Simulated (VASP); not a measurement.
Write the native input for VASP 6.6.1 that does the following.

- Task: band structure
- Functional: LDA
- Potentials or basis: VASP PAW LDA potentials, release 64 (Se)
- Cutoff: 520 eV
- k mesh: 7 × 7 × 7
- Occupations: fermi-dirac, width 0.05 eV
- Spin: spin-orbit coupling, no magnetisation
- Further INCAR settings: ALGO = Normal; EDIFF = 1e-06

The structure of Se lies in POSCAR:

```
Se
1.0
    2.8105630200      0.0000000000      0.0000000000
    0.0000000000      2.8105630200      0.0000000000
    0.0000000000      0.0000000000      2.8105630200
Se
1
Direct
    0.0000000000      0.0000000000      0.0000000000
```

This isn't the form of Se at room conditions, which is trigonal, of chains.

These files were run (other wordings do the same):

INCAR

```
SYSTEM = Se
ALGO     = Normal         ! electronic algorithm
EDIFF    = 1E-6           ! SCF threshold, eV
ENCUT    = 520            ! plane-wave cutoff, eV
GGA_COMPAT= .False.      
ISIF     = 2              ! what is computed and relaxed
ISMEAR   = -1             ! smearing method
LASPH    = .True.         ! aspherical terms in the spheres
LCHARG   = .False.        ! write CHGCAR
LORBIT   = 11             ! projections on sites
LREAL    = .False.        ! projectors in reciprocal space
LSORBIT  = .True.         ! spin-orbit coupling
LWAVE    = .False.        ! write WAVECAR
MAGMOM   = 0 0 0          ! initial moments
NELM     = 80             ! most SCF steps
PREC     = Accurate       ! precision mode
SIGMA    = 0.05           ! smearing width, eV
```

KPOINTS

```
k-points
0
Gamma
  7 7 7
  0 0 0
```

KPOINTS_OPT

```
path GXMGRX,MR
20
line-mode
reciprocal
 0.0000000000  0.0000000000  0.0000000000  G
 0.0000000000  0.5000000000  0.0000000000  X

 0.0000000000  0.5000000000  0.0000000000  X
 0.5000000000  0.5000000000  0.0000000000  M

 0.5000000000  0.5000000000  0.0000000000  M
 0.0000000000  0.0000000000  0.0000000000  G

 0.0000000000  0.0000000000  0.0000000000  G
 0.5000000000  0.5000000000  0.5000000000  R

 0.5000000000  0.5000000000  0.5000000000  R
 0.0000000000  0.5000000000  0.0000000000  X

 0.5000000000  0.5000000000  0.0000000000  M
 0.5000000000  0.5000000000  0.5000000000  R
```

Potentials or basis: VASP PAW LDA potentials, release 64 (Se).

Run with:

```sh
$ cat potpaw_LDA.64/Se/POTCAR > POTCAR
$ mpirun -np 1 vasp_ncl > vasp.out
```

Results of the run:

```
Pressure                                              : -3.4 GPa
Valence electrons inside the program's atomic spheres : Se 3.67
```

Run time: 19 s on 1 thread of Intel(R) Xeon(R) 6975P-C (Granite Rapids), with other jobs on the host, peak memory 0.17 GiB.
